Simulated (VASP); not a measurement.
# C in VASP: reference runs

Aim: a first look at C with PBE, on the cell as given and on a disturbed one, and energy against volume gives the equilibrium volume and stiffness.

All numbers are computed with VASP 6.6.1; they aren't measurements. Logs are shortened: lines on timing, memory, paths and dates and some standing lists are left out, and cuts for length are marked.

## (1) The slab as given

The cell holds a slab with vacuum, 4 atoms: a = 2.456 Å, b = 2.456 Å, c = 24.134 Å, α = 90.00°, β = 90.00°, γ = 120.00°.

The slab is cut from a database's or a generator's crystal, which needn't be the stable form of the element.

## (2) Single point, PBE

The input, INCAR:

```
  PREC = Accurate
  ENCUT = 520
  EDIFF = 1E-7
  ISMEAR = -1
  SIGMA = 0.05
  LREAL = False
  LASPH = True
  NELM = 80
  ALGO = Normal
  ISIF = 2
  LWAVE = False
  LCHARG = False
  GGA = PE
  NBANDS = 16
```

The input, KPOINTS:

```
regular mesh
0
Gamma
  12 12 2
```

The input, POSCAR:

```
C
1.0
    2.4562275060      0.0000000000      0.0000000000
   -1.2281137530      2.1271554177      0.0000000000
    0.0000000000      0.0000000000     24.1339601687
C
4
Direct
    0.6666666667      0.3333333333      0.5704754400
    0.3333333333      0.6666666667      0.4295245600
    0.0000000000      0.0000000000      0.4295312300
    0.0000000000      0.0000000000      0.5704687700
```

Potentials or basis: VASP PAW PBE potentials, release 64 (C).

Run with:

```console
cat potpaw_PBE.64/C/POTCAR > POTCAR
mpirun -np 1 vasp_std > vasp.out
```

OUTCAR:

```text
PREC = Accurate
   ENCUT = 520
   EDIFF = 1E-7
   ISMEAR = -1
   LREAL = False
   LASPH = True
   NELM = 80
   ISIF = 2
   GGA = PE

 ion  position               nearest neighbor table
   1  0.667  0.333  0.570-   4 1.42   4 1.42   4 1.42
   2  0.333  0.667  0.430-   3 1.42   3 1.42   3 1.42
   3  0.000  0.000  0.430-   2 1.42   2 1.42   2 1.42
   4  0.000  0.000  0.570-   1 1.42   1 1.42   1 1.42

  LATTYP: Found a hexagonal cell.
 ALAT       =     2.4562275060
 C/A-ratio  =     9.8256208392

  Lattice vectors:

 A1 = (   2.4562275060,   0.0000000000,   0.0000000000)
 A2 = (  -1.2281137530,   2.1271554177,   0.0000000000)
 A3 = (   0.0000000000,   0.0000000000,  24.1339601687)

Analysis of symmetry for initial positions (statically):
=====================================================================
 Subroutine PRICEL returns:
 Original cell was already a primitive cell.

 Routine SETGRP: Setting up the symmetry group for a
 hexagonal supercell.

 Subroutine GETGRP returns: Found 12 space group operations
 (whereof 12 operations were pure point group operations)
 out of a pool of 24 trial point group operations.

The static configuration has the point symmetry D_3d.

Analysis of symmetry for dynamics (positions and initial velocities):
=====================================================================
 Subroutine PRICEL returns:
 Original cell was already a primitive cell.

 Routine SETGRP: Setting up the symmetry group for a
 hexagonal supercell.

 Subroutine GETGRP returns: Found 12 space group operations
 (whereof 12 operations were pure point group operations)
 out of a pool of 24 trial point group operations.

The dynamic configuration has the point symmetry D_3d.

 Subroutine INISYM returns: Found 12 space group operations
 (whereof 12 operations are pure point group operations),
 and found     1 'primitive' translations

----------------------------------------------------------------------------------------

                                     Primitive cell

  volume of cell :     126.0946

  direct lattice vectors                    reciprocal lattice vectors
     2.456227506  0.000000000  0.000000000     0.407128410  0.235055697  0.000000000
    -1.228113753  2.127155418  0.000000000     0.000000000  0.470111395  0.000000000
     0.000000000  0.000000000 24.133960169     0.000000000  0.000000000  0.041435388

  length of vectors
     2.456227506  2.456227506 24.133960169     0.470111395  0.470111395  0.041435388

  position of ions in fractional coordinates (direct lattice)
     0.666666667  0.333333333  0.570475440
     0.333333333  0.666666667  0.429524560
     0.000000000  0.000000000  0.429531230
     0.000000000  0.000000000  0.570468770

  ion indices of the primitive-cell ions
   primitive index   ion index
                 1           1
                 2           2
                 3           3
                 4           4

----------------------------------------------------------------------------------------

 KPOINTS: regular mesh

Automatic generation of k-mesh.
 Grid dimensions read from file:
 generate k-points for:   12   12    2

 Generating k-lattice:

  Cartesian coordinates                     Fractional coordinates (reciprocal lattice)
     0.033927368  0.019587975  0.000000000     0.083333333  0.000000000  0.000000000
     0.000000000  0.039175950  0.000000000     0.000000000  0.083333333  0.000000000
     0.000000000  0.000000000  0.020717694     0.000000000  0.000000000  0.500000000

  Length of vectors
     0.039175950  0.039175950  0.020717694

  Shift w.r.t. Gamma in fractional coordinates (k-lattice)
     0.000000000  0.000000000  0.000000000

 Subroutine IBZKPT returns following result:
 ===========================================

 Found     38 irreducible k-points:

 Following reciprocal coordinates:
            Coordinates               Weight
  0.000000  0.000000  0.000000      1.000000
  0.083333  0.000000  0.000000      6.000000
  0.166667 -0.000000  0.000000      6.000000
  0.250000 -0.000000  0.000000      6.000000
  0.333333 -0.000000  0.000000      6.000000
  0.416667  0.000000  0.000000      6.000000
[... 16 lines left out ...]
  0.250000 -0.000000  0.500000      6.000000
  0.333333 -0.000000  0.500000      6.000000
 [... further k-points ...]
   k-points           NKPTS =     38   k-points in BZ     NKDIM =     38   number of bands    NBANDS=     16
   number of dos      NEDOS =    301   number of ions     NIONS =      4
   total plane-waves  NPLWV =  58320
   dimension x,y,z NGX =    18 NGY =   18 NGZ =  180
   dimension x,y,z NGXF=    36 NGYF=   36 NGZF=  360
   ions per type =               4
   NGX,Y,Z   is equivalent  to a cutoff of  12.18, 12.18, 12.40 a.u.
   NGXF,Y,Z  is equivalent  to a cutoff of  24.37, 24.37, 24.80 a.u.
 SYSTEM =  unknown system
   PREC   = accura    normal or accurate (medium, high low for compatibility)
   ISTART =      0    job   : 0-new  1-cont  2-samecut
   ICHARG =      2    charge: 1-file 2-atom 10-const
   ISPIN  =      1    spin polarized calculation?
   LNONCOLLINEAR =      F non collinear calculations
   LSORBIT =      F    spin-orbit coupling
   LASPH  =      T    aspherical Exc in radial PAW
   ENCUT  =  520.0 eV  38.22 Ry    6.18 a.u.   4.57  4.57 44.87*2*pi/ulx,y,z
   NELM   =     80;   NELMIN=  2; NELMDL= -5     # of ELM steps
   EDIFF  = 0.1E-06   stopping-criterion for ELM
   LREAL  =      F    real-space projection
   EDIFFG = 0.1E-05   stopping-criterion for IOM
   NSW    =      0    number of steps for IOM
   IBRION =     -1    ionic relax: 0-MD 1-quasi-New 2-CG
   NFREE  =      0    steps in history (QN), initial steepest desc. (CG)
   ISIF   =      2    stress and relaxation
   ISYM   =      2    0-nonsym 1-usesym 2-fastsym
   POTIM  = 0.5000    time-step for ionic-motion
   TEBEG  =    0.0;   TEEND  =   0.0 temperature during run
   PSTRESS=    0.0 pullay stress
   NELECT =      16.0000    total number of electrons
   NUPDOWN=      -1.0000    fix difference up-down
   EMIN   =  10.00;   EMAX   =-10.00  energy-range for DOS
   EFERMI =   0.00;   METHOD = LEGACY
   ISMEAR =    -1;   SIGMA  =   0.05  broadening in eV -4-tet -1-fermi 0-gaus
   EFERMI_NEDOS =   21; number of points for ismear=-14 and -15
   IALGO  =     38    algorithm
   IMIX   =      4    mixing-type and parameters
     AMIX     =   0.40;   BMIX     =  1.00
     AMIX_MAG =   1.60;   BMIX_MAG =  1.00
  volume/ion in A,a.u.               =      31.52       212.73
  Fermi-wavevector in a.u.,A,eV,Ry     =   0.822652  1.554586  9.207823  0.676756
  Thomas-Fermi vector in A             =   1.934024
   LORBIT       =      0    0 simple, 1 ext, 2 COOP (PROOUT), +10 PAW based schemes
   GGA     = PE    functional components
   LHFCALC =     F    Hartree Fock is set to
   AEXX    =    0.0000 exact exchange contribution
   IVDW    =     0    specifies the selected vdW correction
   LEPSILON=     F    determine dielectric tensor
   LRPA    =     F    only Hartree local field effects (RPA)
 non-spin polarized calculation
  energy-cutoff  :      520.00
  volume of cell :      126.09
 maximum number of plane-waves:      3452
   NGX =  9   NGY =  9   NGZ = 89

 number of electron      15.9999996 magnetization

 Free energy of the ion-electron system (eV)
  ---------------------------------------------------
  ext. energy  EPLUGINS =         0.00000000
  ---------------------------------------------------
  free energy    TOTEN  =       -36.86801682 eV

  energy without entropy =      -36.86605005  energy(sigma->0) =      -36.86703344

 E-fermi :  -1.7386     XC(G=0):  -3.2389

 val. band max:       -1.7387060594   @ k =   0.3333   0.3333   0.5000
 cond. band min:      -1.4207734744   @ k =   0.3333   0.3333   0.0000
 fundamental gap:      0.3179325850
 Fermi energy:        -1.7386406472

 k-point     1 :       0.0000    0.0000    0.0000
  band No.  band energies     occupation
      1     -21.4100      2.00000
      2     -21.2755      2.00000
      3      -9.8668      2.00000
      4      -8.9622      2.00000
      5      -4.7659      2.00000
      6      -4.7659      2.00000
[... 8 lines left out ...]
     15       5.1534      0.00000
     16       6.6503      0.00000

 k-point     2 :       0.0833    0.0000    0.0000
  band No.  band energies     occupation
      1     -21.2440      2.00000
      2     -21.1110      2.00000
      3      -9.6665      2.00000
      4      -8.7678      2.00000
      5      -5.4233      2.00000
      6      -5.4088      2.00000
[... 8 lines left out ...]
     15       5.3782      0.00000
     16       6.7110      0.00000

 k-point     3 :       0.1667   -0.0000    0.0000
  band No.  band energies     occupation
      1     -20.7480      2.00000
      2     -20.6191      2.00000
      3      -9.0704      2.00000
      4      -8.1904      2.00000
      5      -7.0772      2.00000
      6      -7.0493      2.00000
[... 8 lines left out ...]
     15       6.0464      0.00000
     16       6.6565      0.00000

 k-point     4 :       0.2500   -0.0000    0.0000
  band No.  band energies     occupation
      1     -19.9277      2.00000
      2     -19.8056      2.00000
      3      -9.1968      2.00000
      4      -9.1534      2.00000
      5      -8.0956      2.00000
      6      -7.2512      2.00000
[... 8 lines left out ...]
     15       5.7986      0.00000
     16       6.3573      0.00000
[... 324 lines left out ...]
 k-point    22 :       0.1667   -0.0000    0.5000
  band No.  band energies     occupation
      1     -20.7480      2.00000
      2     -20.6191      2.00000
      3      -9.0704      2.00000
      4      -8.1904      2.00000
      5      -7.0772      2.00000
      6      -7.0493      2.00000
[... 8 lines left out ...]
     15       6.6252      0.00000
     16       6.6703      0.00000

 k-point    23 :       0.2500   -0.0000    0.5000
  band No.  band energies     occupation
      1     -19.9277      2.00000
      2     -19.8056      2.00000
      3      -9.1968      2.00000
      4      -9.1534      2.00000
      5      -8.0956      2.00000
      6      -7.2512      2.00000
[... 8 lines left out ...]
     15       6.1533      0.00000
     16       6.2640      0.00000

 k-point    24 :       0.3333   -0.0000    0.5000
  band No.  band energies     occupation
      1     -18.7953      2.00000
      2     -18.6825      2.00000
      3     -11.4228      2.00000
      4     -11.3640      2.00000
      5      -7.5467      2.00000
      6      -7.5243      2.00000
[... 8 lines left out ...]
     15       6.4060      0.00000
     16       6.7683      0.00000

 [... further k-points ...]

------------------------ aborting loop because EDIFF is reached ----------------------------------------

  FORCE on cell =-STRESS in cart. coord.  units (eV):
  Direction    XX          YY          ZZ          XY          YZ          ZX
  --------------------------------------------------------------------------------------
  -------------------------------------------------------------------------------------
  Total        1.2858215      1.2858215      0.2855871      0.0000000     -0.0000000      0.0000000
  in kB       16.3378489     16.3378489      3.6287144      0.0000000     -0.0000000      0.0000000
  external PRESSURE =      12.1014707 kB  Pullay stress =       0.0000000 kB

 VOLUME and BASIS-vectors are now :
 -----------------------------------------------------------------------------
  energy-cutoff  :      520.00
  volume of cell :      126.09
      direct lattice vectors                 reciprocal lattice vectors
     2.456227506  0.000000000  0.000000000     0.407128410  0.235055697  0.000000000
    -1.228113753  2.127155418  0.000000000     0.000000000  0.470111395  0.000000000
     0.000000000  0.000000000 24.133960169     0.000000000  0.000000000  0.041435388

 POSITION                                       TOTAL-FORCE (eV/Angst)
 -----------------------------------------------------------------------------------
      1.22811      0.70905     13.76783         0.000000      0.000000      0.054233
     -0.00000      1.41810     10.36613        -0.000000      0.000000     -0.054233
      0.00000      0.00000     10.36629         0.000000      0.000000     -0.036027
      0.00000      0.00000     13.76767        -0.000000     -0.000000      0.036027
 -----------------------------------------------------------------------------------
    total drift:                               -0.000000      0.000000      0.000000

  FREE ENERGIE OF THE ION-ELECTRON SYSTEM (eV)
  ---------------------------------------------------
  free  energy   TOTEN  =       -36.8680168216 eV

  energy  without entropy=      -36.8660500492  energy(sigma->0) =      -36.86703344
```

It took 77 s on 1 thread of Intel Xeon Platinum 8488C (Sapphire Rapids), shared host; peak memory 0.24 GiB.

What came out:

| Item | Value |
| --- | --- |
| Free energy | -36.8680 eV |
| Largest force | 0.054 eV/Å |
| Band gap on the k mesh | none (metal or under the smearing width) |

Forces in eV/Å, atoms in the order of the input:
```
C    0.000  0.000  0.054
C    0.000  0.000 -0.054
C    0.000  0.000 -0.036
C    0.000  0.000  0.036
```

(Part 1 of 3 ends here.)
